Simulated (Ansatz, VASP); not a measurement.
**One calculation of KI, two programs**

The input INCAR:

```
SYSTEM = KI
ALGO = Normal
EDIFF = 1E-6
ENCUT = 520
GGA = PS
ISIF = 2
ISMEAR = -1
LASPH = .TRUE.
LCHARG = .FALSE.
LREAL = .FALSE.
LWAVE = .FALSE.
NBANDS = 15
NELM = 60
PREC = Accurate
SIGMA = 0.01
```

Contents of KPOINTS:

```
k-points
0
G
  8 8 8
  0 0 0
```

Contents of POSCAR:

```
KI
1.0
    0.0000000000      3.5478920710      3.5478920710
    3.5478920710      0.0000000000      3.5478920710
    3.5478920710      3.5478920710      0.0000000000
K I
1 1
Direct
    0.0000000000      0.0000000000      0.0000000000
    0.5000000000      0.5000000000      0.5000000000
```

Input for Ansatz:

```yaml
crystal:
  lattice:
    - [0.0, 3.547892071, 3.547892071]
    - [3.547892071, 0.0, 3.547892071]
    - [3.547892071, 3.547892071, 0.0]
  atoms:
    - { symbol: K, position: [0.0, 0.0, 0.0] }
    - { symbol: I, position: [0.5, 0.5, 0.5] }
kpoints:
  mp_grid: { grid: [8, 8, 8] }
  band_path:
    path:
      - [0.0, 0.0, 0.0]
      - [0.5, 0.0, 0.5]
      - [0.625, 0.25, 0.625]
      - [0.375, 0.375, 0.75]
      - [0.0, 0.0, 0.0]
      - [0.5, 0.5, 0.5]
      - [0.5, 0.25, 0.75]
      - [0.5, 0.0, 0.5]
    npoints: 5
scf:
  occupations: { method: fermi_dirac, width: 0.01 }
hamiltonian:
  xc: pbesol
  pseudopotentials: { kind: all_electron, lapw: { basis_error: 0.001 } }
output:
  forces: true
  stress: true
  eigenvalues: true
```

Change from the starting cell: volume scaled by 1.02.

Alike in both runs: task single point; functional PBEsol; k mesh 8 × 8 × 8; occupations fermi-dirac, width 0.01 eV; no spin polarisation.

```csv
,VASP,Ansatz
version,VASP 6.6.1,Ansatz 0.2.0
potentials or method,"VASP PAW PBE potentials, release 64 (K_sv, I)","all-electron LAPW, scalar-relativistic"
plane-wave cutoff (eV),520,see its input
```

```tsv
	VASP	Ansatz	Ansatz less VASP
gap on the k mesh at the Fermi level (eV)	3.79	3.79	+0.005
pressure (GPa)	-0.4	-0.4	-0.03
```

Ansatz ran all-electron here, so the differences hold the error of VASP's frozen core and of both bases.

Caveats: the PAW data sets were made with another functional, which shifts forces and pressure a little (VASP); spin-orbit coupling is left out, which moves the levels of the heavy elements. A k mesh can miss the band edges.
